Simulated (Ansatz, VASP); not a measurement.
# SrO: VASP beside Ansatz

INCAR

```
PREC     = Accurate       # precision mode
ENCUT    = 520            # plane-wave cutoff, eV
EDIFF    = 1E-6           # SCF threshold, eV
ISMEAR   = 0              # smearing method
SIGMA    = 0.05           # smearing width, eV
LREAL    = False          # projectors in reciprocal space
LASPH    = True           # aspherical terms in the spheres
NELM     = 100            # most SCF steps
ALGO     = Normal         # electronic algorithm
ISIF     = 2              # what is computed and relaxed
LWAVE    = False          # write WAVECAR
LCHARG   = True           # write CHGCAR
GGA      = CA             # functional
LELF     = True           # ELF
LVHAR    = True         
NBANDS   = 15             # bands
```

Contents of KPOINTS:

```
Automatic mesh
0
Gamma
  8 8 8
```

File POSCAR:

```
SrO
1.0
    0.0000000000      2.5055550000      2.6982900000
    2.5055550000      0.0000000000      2.6982900000
    2.5055550000      2.5055550000      0.0000000000
Sr O
1 1
Direct
    0.0000000000      0.0000000000      0.0000000000
    0.5000000000      0.5000000000      0.5000000000
```

Input for Ansatz:

```yaml
crystal:
  lattice:
    - [0.0, 2.505555, 2.69829]
    - [2.505555, 0.0, 2.69829]
    - [2.505555, 2.505555, 0.0]
  atoms:
    - { symbol: Sr, position: [0.0, 0.0, 0.0] }
    - { symbol: O, position: [0.5, 0.5, 0.5] }
basis:
  ecutwfc: 420
kpoints:
  mp_grid: { grid: [8, 8, 8] }
hamiltonian:
  xc: lda
scf:
  occupations: { method: gaussian, width: 0.05 }
output:
  forces: true
  stress: true
  eigenvalues: true
```

Change from the starting cell: strain -0.025 along x and y, +0.050 along z, atoms carried along.

Alike in both runs: task single point; functional LDA; k mesh 8 × 8 × 8; occupations gaussian, width 0.05 eV; no spin polarisation.

|  | VASP | Ansatz |
| --- | --- | --- |
| version | VASP 6.6.1 | Ansatz 0.2.0 |
| potentials or method | VASP PAW LDA potentials, release 64 (Sr_sv, O) | scalar-relativistic, plane waves, PAW |
| plane-wave cutoff (eV) | 520 | 420 |
| valence electrons in the cell | 16 | 16 |

```tsv
	VASP	Ansatz	Ansatz less VASP
gap on the k mesh at the Fermi level (eV)	2.95	3.01	+0.062
least direct gap on the mesh (eV)	3.00	3.05	+0.051
pressure (GPa)	-2.2	-2.9	-0.74
largest component of the traceless stress (GPa)	5.77	5.40	-0.371
```

A k mesh can miss the band edges.
